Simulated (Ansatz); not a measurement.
**AlP (F-43m), elastic constants by finite strains: input and output**

Computed with r²SCAN, PAW on Ansatz 0.2.0's default frozen-core files (fitted under PBE), scalar-relativistic; not a measurement.

The cell comes from a PAW relaxation under the same functional.

Command line:

```sh
ansatz run input.yaml --threads 1 --pin off --max-ram 2560MiB --backend cpu --events-out ev --progress --plain --runs-dir out
```

input.yaml:

```yaml
crystal:
  lattice:
    - [0.0, 2.73922418614, 2.73922418614]
    - [2.73922418614, 0.0, 2.73922418614]
    - [2.73922418614, 2.73922418614, 0.0]
  atoms:
    - { symbol: Al, position: [0.0, 0.0, 0.0] }
    - { symbol: P, position: [0.75, 0.75, 0.75] }
kpoints:
  mp_grid: { grid: [8, 8, 8] }
scf:
  occupations: { method: fixed }
hamiltonian:
  xc: r2scan
  pseudopotentials: { kind: paw }
elastic:
  mode: relaxed_ion
  stencil: two_point
  amplitude: 0.005
```

The program printed:

```
Warning: RAYON_NUM_THREADS=1 ignored (pool sized by the plan → 1); use --threads N
Engine: ansatz 0.2.0, aarch64-unknown-linux-gnu
Pseudopotentials: kind: paw
Pseudopotential: Al, paw, valence charge 3, recommended cutoff 500 eV (meta_gga), Al.paw.azcp
Pseudopotential: P, paw, valence charge 5, recommended cutoff 500 eV (meta_gga), P.paw.azcp
Functional definition: r2SCAN
  parameter k0 = 0.174
  parameter k1 = 0.065
  parameter a1 = 4.9479
  exchange = r2scan_x(k0 = k0, k1 = k1, a1 = a1)
  correlation = r2scan_c
Crystal: 2 atoms, lattice volume = 41.107 Å³
Basis set: ecut = 500 eV, 1037 PW (Γ), exchange–correlation on 120×120×120 points (64 copies of the dense FFT grid, shifted against one another)
Bands: 8, of which v1, the nominal top of the filled ones, is band 4 counted from 1 (3 counted from 0)
Symmetry: 24 space group operations
Space group: F-43m (ITA 216), of the structure as read, at distance tolerance 3.5e-5 Å
k-points: 29 of 512 (time reversal used)
Non-local potential: Al, projectors of the file, l = 0: 2, l = 1: 2, l = 2: 1
Non-local potential: P, projectors of the file, l = 0: 2, l = 1: 2, l = 2: 2
[... 158 lines left out ...]
       137.412     67.176     67.176      0.000     -0.000     -0.000
        67.176    137.412     67.176      0.000     -0.000      0.000
        67.176     67.176    137.412      0.000      0.000     -0.000
         0.000     -0.000     -0.000     66.881      0.000     -0.000
        -0.000     -0.000     -0.000     -0.000     66.881      0.000
         0.000     -0.000     -0.000      0.000      0.000     66.881
  reference stress σ⁰ (GPa):     -0.010     -0.010     -0.010     -0.000      0.000      0.000
  C* (energy form; C + prestress term) asymmetry max|C*_kj − C*_jk| = 1.421e-14 GPa — a small one proves nothing (zero by symmetry where the batch's group is 432, −43m or m−3m); a large one is finite-difference/SCF noise where ...
  moduli (Voigt/Reuss/Hill, GPa): K = 90.59/90.59/90.59   G = 54.18/49.11/51.64   E = 130.19   ν = 0.260
  mechanically stable: yes (min eigenvalue of sym C = 66.88 GPa)
  strain η (Voigt 11):  stress-route row diagonal C_11 = 137.41 GPa, energy-path curvature d²(F+E_count+ΔE)/dδ²/Ω₀ = 137.42 GPa
         δ    σ_11 (GPa)             F (eV)   n_scf  n_hpsi   n_pw
    -5.000e-3      -0.6997       -1301.0657354       7    9875   1056   relax 0 steps, max|allowed force component| 5.55e-17 eV/Å
     5.000e-3       0.6744       -1301.0657632       6    8964   1059   relax 0 steps, max|allowed force component| 5.55e-17 eV/Å
  strain η (Voigt 23):  stress-route row diagonal C_44 = 66.88 GPa, energy-path curvature d²(F+E_count+ΔE)/dδ²/Ω₀ = 66.89 GPa
         δ    σ_23 (GPa)             F (eV)   n_scf  n_hpsi   n_pw
    -5.000e-3      -0.3344       -1301.0659753       2    8812   1056   relax 3 steps, max|allowed force component| 6.13e-7 eV/Å
     5.000e-3       0.3344       -1301.0659753       2    8657   1056   relax 2 steps, max|allowed force component| 1.12e-6 eV/Å
```

The run converged.

### Elastic constants

Elastic constants of a crystal by Kohn-Sham DFT: slopes of the stress over finite engineering strains of the given cell, Voigt indices, Cartesian axes as in the input.

| Quantity | Value |
| --- | --- |
| Pressure at rest | 0.01 GPa |
| Least elastic eigenvalue | 66.88 GPa |
| Elastically stable | yes |

| index | elastic (GPa) |
| --- | --- |
| 11 | 137.4 |
| 12 | 67.18 |
| 44 | 66.88 |

**Strained cells**

Stress of each strained cell less that at rest, tension positive.

| strain component | strain | stress xx (GPa) | stress yy (GPa) | stress zz (GPa) | stress yz (GPa) | stress xz (GPa) | stress xy (GPa) | relaxation steps |
| --- | --- | --- | --- | --- | --- | --- | --- | --- |
| xx | -0.005 | -0.6893 | -0.342 | -0.342 | 0 | 0 | 0 | 0 |
| xx | 0.005 | 0.6848 | 0.3298 | 0.3298 | 0 | 0 | 0 | 0 |
| yz | -0.005 | 0.0006 | -0.0008 | -0.0008 | -0.3344 | 0 | 0 | 3 |
| yz | 0.005 | 0.0006 | -0.0008 | -0.0008 | 0.3344 | 0 | 0 | 2 |

**Elastic moduli**

Hill averages of a grain aggregate, Debye temperature from the mean sound speed over directions.

- Bulk modulus: 90.59 GPa
- Shear modulus: 51.64 GPa
- Young modulus: 130.2 GPa
- Poisson ratio: 0.2605
- Bulk over shear modulus: 1.754
- Elastic anisotropy index: 0.5155
- Least young modulus: 93.3 GPa
- Largest young modulus: 161 GPa
- Longitudinal sound speed: 8253 m/s
- Transverse sound speed: 4697 m/s
- Elastic debye temperature: 563 K
- Linear compressibility (x, y, z): 3.68, 3.68, 3.68 1/TPa
- Zener ratio: 1.904
- Cauchy pressure: 0.29 GPa

Caveats: frozen-core PAW files fitted under PBE, their cores solved anew for the functional of the run; constants at zero field, no piezoelectric stiffening.

Time and hardware: 58 s on 1 thread of Arm Neoverse V1 (shared host), peak memory 0.47 GiB.
